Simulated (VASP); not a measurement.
# MoS2 (P6_3/mmc) in VASP: further runs

Runs on MoS2. Level: PBE+D3(BJ). Tasks: elastic constants, phonons.

Program: VASP 6.6.1. These are calculated values, not measurements. Logs are shortened: lines on timing, memory, paths and dates and some standing lists are left out, and cuts for length are marked.

**1. The crystal as given**

It takes space group P6_3/mmc (No. 194, hexagonal). The conventional cell has a = 3.149 Å, b = 3.149 Å, c = 12.089 Å, α = 90.00°, β = 90.00°, γ = 120.00°. Mo (site symmetry -6m2) has 6 S at 2.40 Å as nearest neighbours. Around S (site symmetry 3m) lie 3 Mo at 2.40 Å.

**2. Elastic constants, PBE+D3(BJ)**

The input, POSCAR:

```
MoS2
1.0
    3.1487811847      0.0000000000      0.0000000000
   -1.5743905923      2.7269244969      0.0000000000
    0.0000000000      0.0000000000     12.0885171618
  Mo              S
     2     4
Direct
     0.3333333332999970    0.6666666667000030    0.2500000000000000
     0.6666666667000030    0.3333333332999970    0.7500000000000000
     0.3333333332999970    0.6666666667000030    0.6205253139512692
     0.6666666667000030    0.3333333332999970    0.1205253139512692
     0.3333333332999970    0.6666666667000030    0.8794746860487308
     0.6666666667000030    0.3333333332999970    0.3794746860487308
```

The input, INCAR.step1:

```
SYSTEM = MoS2
PREC = Accurate
ENCUT = 600
EDIFF = 1E-8
ISMEAR = 0
SIGMA = 0.03
LREAL = .FALSE.
LASPH = .TRUE.
NELM = 80
ALGO = Fast
ISIF = 3
LWAVE = .FALSE.
LCHARG = .FALSE.
GGA = PE
IVDW = 12
KPAR = 2
IBRION = 2
NSW = 40
EDIFFG = -0.002
```

The input, INCAR.step2:

```
SYSTEM = MoS2
PREC = Accurate
ENCUT = 600
EDIFF = 1E-8
ISMEAR = 0
SIGMA = 0.03
LREAL = .FALSE.
LASPH = .TRUE.
NELM = 80
ALGO = Fast
ISIF = 3
LWAVE = .FALSE.
LCHARG = .FALSE.
GGA = PE
IVDW = 12
KPAR = 2
IBRION = 6
NFREE = 2
POTIM = 0.015
NSW = 1
```

The input, KPOINTS:

```
Automatic mesh
0
G
  12 12 3
  0 0 0
```

Potentials or basis: VASP PAW PBE potentials, release 64 (Mo_sv, S).

Started as:

```
cat potpaw_PBE.64/Mo_sv/POTCAR potpaw_PBE.64/S/POTCAR > POTCAR
cp INCAR.step1 INCAR
mpirun -np 2 vasp_std > vasp.out
cp CONTCAR POSCAR
cp INCAR.step2 INCAR
mpirun -np 2 vasp_std > vasp.out
```

OUTCAR:

```text
SYSTEM = MoS2
   PREC = Accurate
   ENCUT = 600
   EDIFF = 1E-8
   ISMEAR = 0
   LREAL = .FALSE.
   LASPH = .TRUE.
   NELM = 80
   ISIF = 3
   GGA = PE
   IVDW = 12
   IBRION = 6
   NFREE = 2
   POTIM = 0.015
   NSW = 1
 IVDW          = 12

 ion  position               nearest neighbor table
   1  0.333  0.667  0.250-   4 2.40   6 2.40   4 2.40   6 2.40   4 2.40   6 2.40
   2  0.667  0.333  0.750-   3 2.40   5 2.40   3 2.40   5 2.40   3 2.40   5 2.40
   3  0.333  0.667  0.620-   2 2.40   2 2.40   2 2.40
   4  0.667  0.333  0.120-   1 2.40   1 2.40   1 2.40
   5  0.333  0.667  0.880-   2 2.40   2 2.40   2 2.40
   6  0.667  0.333  0.380-   1 2.40   1 2.40   1 2.40

  LATTYP: Found a hexagonal cell.
 ALAT       =     3.1486866756
 C/A-ratio  =     3.8375285921

  Lattice vectors:

 A1 = (   3.1486866756,  -0.0000000000,   0.0000000000)
 A2 = (  -1.5743433378,   2.7268426496,   0.0000000000)
 A3 = (   0.0000000000,   0.0000000000,  12.0831751452)

Analysis of symmetry for initial positions (statically):
=====================================================================
 Subroutine PRICEL returns:
 Original cell was already a primitive cell.

 Routine SETGRP: Setting up the symmetry group for a
 hexagonal supercell.

 Subroutine GETGRP returns: Found 24 space group operations
 (whereof 12 operations were pure point group operations)
 out of a pool of 24 trial point group operations.

The static configuration has the point symmetry D_3d.
 The point group associated with its full space group is D_6h.

Analysis of symmetry for dynamics (positions and initial velocities):
=====================================================================
 Subroutine PRICEL returns:
 Original cell was already a primitive cell.

 Routine SETGRP: Setting up the symmetry group for a
 hexagonal supercell.

 Subroutine GETGRP returns: Found 24 space group operations
 (whereof 12 operations were pure point group operations)
 out of a pool of 24 trial point group operations.

The dynamic configuration has the point symmetry D_3d.
 The point group associated with its full space group is D_6h.

 Subroutine INISYM returns: Found 24 space group operations
 (whereof 12 operations are pure point group operations),
 and found     1 'primitive' translations

----------------------------------------------------------------------------------------

                                     Primitive cell

  volume of cell :     103.7458

  direct lattice vectors                    reciprocal lattice vectors
     3.148686676 -0.000000000  0.000000000     0.317592731  0.183362249  0.000000000
    -1.574343338  2.726842650  0.000000000     0.000000000  0.366724497  0.000000000
     0.000000000  0.000000000 12.083175145     0.000000000  0.000000000  0.082759704

  length of vectors
     3.148686676  3.148686676 12.083175145     0.366724497  0.366724497  0.082759704

  position of ions in fractional coordinates (direct lattice)
     0.333333333  0.666666667  0.250000000
     0.666666667  0.333333333  0.750000000
     0.333333333  0.666666667  0.620466077
     0.666666667  0.333333333  0.120466077
     0.333333333  0.666666667  0.879533923
     0.666666667  0.333333333  0.379533923

  ion indices of the primitive-cell ions
   primitive index   ion index
                 1           1
                 2           2
                 3           3
                 4           4
                 5           5
                 6           6

----------------------------------------------------------------------------------------

 KPOINTS: Automatic mesh

Automatic generation of k-mesh.
 Grid dimensions read from file:
 generate k-points for:   12   12    3

 Generating k-lattice:

  Cartesian coordinates                     Fractional coordinates (reciprocal lattice)
     0.026466061  0.015280187  0.000000000     0.083333333  0.000000000  0.000000000
     0.000000000  0.030560375  0.000000000     0.000000000  0.083333333  0.000000000
     0.000000000  0.000000000  0.027586568     0.000000000  0.000000000  0.333333333

[... 61 lines left out ...]
   NFREE  =      2    steps in history (QN), initial steepest desc. (CG)
   ISIF   =      3    stress and relaxation
   ISYM   =      2    0-nonsym 1-usesym 2-fastsym
   POTIM  = 0.0150    time-step for ionic-motion
   TEBEG  =    0.0;   TEEND  =   0.0 temperature during run
   PSTRESS=    0.0 pullay stress
   NELECT =      52.0000    total number of electrons
   NUPDOWN=      -1.0000    fix difference up-down
   EMIN   =  10.00;   EMAX   =-10.00  energy-range for DOS
   EFERMI =   0.00;   METHOD = LEGACY
   ISMEAR =     0;   SIGMA  =   0.03  broadening in eV -4-tet -1-fermi 0-gaus
   EFERMI_NEDOS =   21; number of points for ismear=-14 and -15
   IALGO  =     68    algorithm
   IMIX   =      4    mixing-type and parameters
     AMIX     =   0.40;   BMIX     =  1.00
     AMIX_MAG =   1.60;   BMIX_MAG =  1.00
  volume/ion in A,a.u.               =      17.29       116.69
  Fermi-wavevector in a.u.,A,eV,Ry     =   1.300426  2.457449 23.008929  1.691109
  Thomas-Fermi vector in A             =   2.431626
   LORBIT       =      0    0 simple, 1 ext, 2 COOP (PROOUT), +10 PAW based schemes
   GGA     = PE    functional components
   LHFCALC =     F    Hartree Fock is set to
   AEXX    =    0.0000 exact exchange contribution
   IVDW    =    12    specifies the selected vdW correction
   LEPSILON=     F    determine dielectric tensor
   LRPA    =     F    only Hartree local field effects (RPA)
 finite differences with symmetry
 non-spin polarized calculation
 RMM-DIIS sequential band-by-band and
 Gauss-broadening in eV      SIGMA  =   0.03
  energy-cutoff  :      600.00
  volume of cell :      103.75
 maximum number of plane-waves:      3505
 NGX is ok and might be reduce to    28
   NGX = 13   NGY = 13   NGZ = 49

--------------------------------------- Ionic step        1  -------------------------------------------

 number of electron      51.9999994 magnetization

 Free energy of the ion-electron system (eV)
  ---------------------------------------------------
  ext. energy  EPLUGINS =         0.00000000
  ---------------------------------------------------
  free energy    TOTEN  =       -43.54408680 eV

  energy without entropy =      -43.54408680  energy(sigma->0) =      -43.54408680

------------------------ aborting loop because EDIFF is reached ----------------------------------------

 Edisp (eV)   -2.62771

 E8    (eV) :    -1.0595
[... 117 lines left out ...]
  FREE ENERGIE OF THE ION-ELECTRON SYSTEM (eV)
  ---------------------------------------------------
  free  energy   TOTEN  =       -46.1514069909 eV

  energy  without entropy=      -46.1514069909  energy(sigma->0) =      -46.15140699

[... ionic steps 4 to 18 ...]

--------------------------------------- Ionic step       19  -------------------------------------------

 number of electron      51.9999995 magnetization

------------------------ aborting loop because EDIFF is reached ----------------------------------------
[... 83 lines left out ...]
--------------------------------------- Ionic step       21  -------------------------------------------

 number of electron      51.9999995 magnetization

 Free energy of the ion-electron system (eV)
  ---------------------------------------------------
  ext. energy  EPLUGINS =         0.00000000
  ---------------------------------------------------
  free energy    TOTEN  =       -43.54205234 eV

  energy without entropy =      -43.54205234  energy(sigma->0) =      -43.54205234

 E-fermi :   8.1156     XC(G=0): -11.0243

 val. band max:        7.9538922704   @ k =   0.0000   0.0000   0.0000
 cond. band min:       8.7472453439   @ k =   0.1667   0.1667   0.0000
 fundamental gap:      0.7933530735
 Fermi energy:         8.1155935958

 k-point     1 :       0.0000    0.0000    0.0000
  band No.  band energies     occupation
      1     -53.5807      2.00000
      2     -53.5767      2.00000
      3     -27.7456      2.00000
      4     -27.7391      2.00000
      5     -27.5036      2.00000
      6     -27.5036      2.00000
[... 805 lines left out ...]
     30       9.8141      0.00000
     31      10.7061      0.00000

 [... further k-points ...]

------------------------ aborting loop because EDIFF is reached ----------------------------------------

 Edisp (eV)   -2.62780

 E8    (eV) :    -1.0596
[... 29 lines left out ...]
  FREE ENERGIE OF THE ION-ELECTRON SYSTEM (eV)
  ---------------------------------------------------
  free  energy   TOTEN  =       -46.1698483834 eV

  energy  without entropy=      -46.1698483834  energy(sigma->0) =      -46.16984838

 INTERNAL STRAIN TENSORS FROM STRAINED CELLS
 ============================================

 INTERNAL STRAIN TENSOR FOR ION    1 for displacements in x,y,z  (eV/Angst):
          X           Y           Z          XY          YZ          ZX
  --------------------------------------------------------------------------------
  x    -0.00000     0.00000     0.00000    -6.59136     0.00000    -0.00000
  y    -6.59824     6.60675    -0.00000    -0.00008     0.00005    -0.00005
  z     0.00000     0.00000    -0.00000     0.00000    -0.00037    -0.00000

 INTERNAL STRAIN TENSORS FROM DISPLACED ATOMS
 ============================================

 INTERNAL STRAIN TENSOR FOR ION    1 for displacements in x,y,z  (eV/Angst):
          X           Y           Z          XY          YZ          ZX
  --------------------------------------------------------------------------------
  x    -0.00000     0.00000     0.00000    -6.59435     0.00000     0.00000
  y    -6.59435     6.59435    -0.00000     0.00000     0.00000     0.00000
  z    -0.00000    -0.00000    -0.00000     0.00000    -0.00000    -0.00000

 INTERNAL STRAIN TENSOR FOR ION    6 for displacements in x,y,z  (eV/Angst):
          X           Y           Z          XY          YZ          ZX
  --------------------------------------------------------------------------------
  x     0.00000    -0.00000     0.00000     3.42924    -0.00000   -14.06606
  y     3.42924    -3.42924    -0.00000    -0.00000   -14.06606    -0.00000
  z   -10.08628   -10.08628   -27.99460    -0.00000     0.00000     0.00000

 Eigenvectors and eigenvalues of the dynamical matrix
 ----------------------------------------------------

   1 f  =   14.065989 THz    88.379213 2PiTHz  469.190875 cm-1    58.172228 meV
             X         Y         Z           dx          dy          dz
     -0.000000  1.817895  3.020794    -0.000000    0.000000   -0.439325
      1.574343  0.908948  9.062381     0.000000    0.000000    0.439325
     -0.000000  1.817895  7.497200    -0.000000   -0.000000   -0.391786
      1.574343  0.908948  1.455613     0.000000   -0.000000    0.391786
     -0.000000  1.817895 10.627562    -0.000000   -0.000000   -0.391786
      1.574343  0.908948  4.585975     0.000000   -0.000000    0.391786
[... 145 lines left out ...]
  18 f/i=    0.000635 THz     0.003989 2PiTHz    0.021177 cm-1     0.002626 meV
             X         Y         Z           dx          dy          dz
     -0.000000  1.817895  3.020794     0.156830    0.524508    0.000000
      1.574343  0.908948  9.062381     0.156830    0.524508    0.000000
     -0.000000  1.817895  7.497200     0.090657    0.303198    0.000000
      1.574343  0.908948  1.455613     0.090657    0.303198    0.000000
     -0.000000  1.817895 10.627562     0.090657    0.303198    0.000000
      1.574343  0.908948  4.585975     0.090657    0.303198    0.000000

--------------------------------------------------------------------------------------------------------

 ELASTIC MODULI CONTR FROM IONIC RELAXATION (kBar)
 Direction    XX          YY          ZZ          XY          YZ          ZX
 --------------------------------------------------------------------------------
 XX        -387.4552   -245.6302   -878.5684     -0.0000     -0.0000      0.0000
 YY        -245.6302   -387.4552   -878.5684     -0.0000      0.0000      0.0000
 ZZ        -878.5684   -878.5684  -2438.4781     -0.0000      0.0000      0.0000
 XY          -0.0000     -0.0000     -0.0000    -70.9125     -0.0000     -0.0000
 YZ          -0.0000     -0.0000      0.0000      0.0000  -1281.0092     -0.0000
 ZX           0.0000      0.0000      0.0000     -0.0000     -0.0000  -1281.0082
 --------------------------------------------------------------------------------

 TOTAL ELASTIC MODULI (kBar)
 Direction    XX          YY          ZZ          XY          YZ          ZX
 --------------------------------------------------------------------------------
 XX        2319.9216    553.6501    107.5116      0.0000     -0.0000      0.0000
 YY         553.6501   2319.9216    107.5116      0.0000      0.0000      0.0000
 ZZ         107.5116    107.5116    637.1678      0.0000      0.0000      0.0000
 XY           0.0000      0.0000      0.0000    883.1358     -0.0000     -0.0000
 YZ          -0.0000     -0.0000      0.0000      0.0000    208.2508      0.0000
 ZX           0.0000      0.0000      0.0000     -0.0000      0.0000    208.2515
 --------------------------------------------------------------------------------
```

It took 58 min on 2 MPI ranks of Intel Xeon 6975P-C (Granite Rapids), shared host; peak memory 1.2 GiB.

What came out:

```
Relaxed volume                                          : 17.29 Å³/atom
Relaxed cell                                            : a = 3.149 Å, b = 3.149 Å, c = 12.083 Å, α = 90.00°, β = 90.00°, γ = 120.00°
Space group after relaxing (to 0.05 Å)                  : P6_3/mmc (No. 194)
Voigt bulk modulus                                      : 76 GPa
Highest phonon frequency at Γ, LO-TO splitting left out : 469 cm⁻¹
Dispersion energy per atom                              : -0.438 eV
```

Final structure:
```
Mo S
1.0
     3.14869    0.00000    0.00000
    -1.57434    2.72684    0.00000
     0.00000    0.00000   12.08318
Mo S
2 4
Direct
  0.33333 0.66667 0.25000
  0.66667 0.33333 0.75000
  0.33333 0.66667 0.62047
  0.66667 0.33333 0.12047
  0.33333 0.66667 0.87953
  0.66667 0.33333 0.37953
```

Phonon frequencies in cm⁻¹ (negative: imaginary):
```
              q point                                                     frequencies
(0.000, 0.000, 0.000)  0 0 0 36 36 63 281 281 284 284 380 380 380 380 401 410 464 469
```

Elastic tensor in Voigt notation (GPa, in the Cartesian axes of the cell as first typed):
```
232  55  11   0   0   0
 55 232  11   0   0   0
 11  11  64   0   0   0
  0   0   0  21   0   0
  0   0   0   0  21   0
  0   0   0   0   0  88
```

Clamped-ion elastic tensor (GPa):
```
271  80  99   0   0   0
 80 271  99   0   0   0
 99  99 308   0   0   0
  0   0   0 149   0   0
  0   0   0   0 149   0
  0   0   0   0   0  95
```

[end of part 1 of 2]
